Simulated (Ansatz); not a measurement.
Runs of Ansatz 0.2.0 on NiO. Symmetry: Pm-3m, No. 221, cubic system. The conventional cell has a = 2.505 Å, b = 2.505 Å, c = 2.505 Å, α = 90.00°, β = 90.00°, γ = 90.00°. Ni (site symmetry m-3m) has 8 O at 2.17 Å as nearest neighbours. O (site symmetry m-3m) is surrounded by 8 Ni at 2.17 Å. Measurements of this composition are mostly on another form, of space group No. 225.

```csv
task,level,cell,gap on the mesh (eV),pressure (GPa),moment (μB),relaxed volume (Å³/atom)
single point,PBE,as given,none,23.8,(a),-
relaxation of cell and atoms,PBE,relaxed,none,0.0,1.97,8.91
relaxation of cell and atoms,PBE+D3(BJ)+ATM,relaxed,none,0.0,1.96,8.83
relaxation of cell and atoms,PBE+D4,relaxed,none,0.0,1.96,(b)
relaxation of cell and atoms,PBE+D3(BJ),relaxed,none,0.0,1.96,8.81
```

Alike in all rows: potentials or basis Ansatz PAW; spin collinear, ferromagnetic start; k mesh 11 × 11 × 11; cutoff (eV) 420; smearing fermi-dirac 0.05 eV.

**Question.** Fill in the values left out.

**Answer.** (a) 0.00; (b) 8.79.

Caveats: semilocal functionals often make such compounds metallic where correlation or magnetic order opens a gap, which also shifts bond lengths; the plane-wave basis is chosen anew once the cell has moved, so the energies of steps on either side of that aren't comparable (some runs); a cell with one magnetic atom can't hold antiferromagnetic order, which such compounds often take (some runs); pairwise dispersion overbinds metals, which lowers pressure and volume (some runs); so large a pressure means that the cell lies far from this level's equilibrium, or that cutoff or potentials fall short (some runs).

A k mesh can miss the band edges.

A gap of «none» marks a metal or a gap under the smearing width.

Not every run made on this cell is shown here.
